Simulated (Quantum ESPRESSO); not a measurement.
**MoS2 in Quantum ESPRESSO: the effect of Hubbard term**

MoS2, a slab with vacuum:

```
CELL_PARAMETERS angstrom
3.18454 0.00000 0.00000
-1.59227 2.75789 0.00000
0.00000 0.00000 21.67053
ATOMIC_POSITIONS crystal
Mo 0.33333 0.66667 0.85116
Mo 0.66667 0.33333 0.14884
S 0.66667 0.33333 0.77963
S 0.33333 0.66667 0.07725
S 0.66667 0.33333 0.92275
S 0.33333 0.66667 0.22037
```

Alike in all runs:

```yaml
Program: Quantum ESPRESSO 7.5
Task: Hubbard U by linear response
Functional: LDA
Potentials_or_basis: GBRV 1.5 LDA
Cutoff: 612 eV
Density_cutoff: 4898 eV
k_mesh: 4 × 4 × 1
Occupations: fermi-dirac, width 0.05 eV
Spin: no spin polarisation
Start_of_the_occupations: default
Hubbard_projectors: ortho-atomic
Form_of_the_LDA_correlation: PZ81
Mixing_beta: 0.3
Most_SCF_iterations: 120
SCF_threshold: 1.2e-09 Ry
q_mesh: 2 × 2 × 1
```

| Hubbard term | gap on the mesh (eV) | largest force (eV/Å) |
| --- | --- | --- |
| Mo d U = 0.0001 eV | 1.64 | 0.40 |
| Mo d U = 2.0 eV | 1.68 | 0.40 |
| Mo d U = 4.0 eV | 1.70 | 0.41 |
| Mo d U = 6.0 eV | ? | ? |
| Mo d U = 8.0 eV | 1.88 | 0.46 |

Task: What does the run with Hubbard term Mo d U = 6.0 eV give?

Result: gap on the mesh 1.73 eV; largest force 0.43 eV/Å.

Worked out: A parabola through the other rows of the gap on the mesh, of slope 0.0418 eV per eV there, gives 1.78 eV, against the run's 1.73. A parabola through the other rows of the largest force, of slope 0.0125 eV/Å per eV there, gives 0.43 eV/Å, against the run's 0.43.

Caveats: all runs use coarse meshes.

A k mesh can miss the band edges.
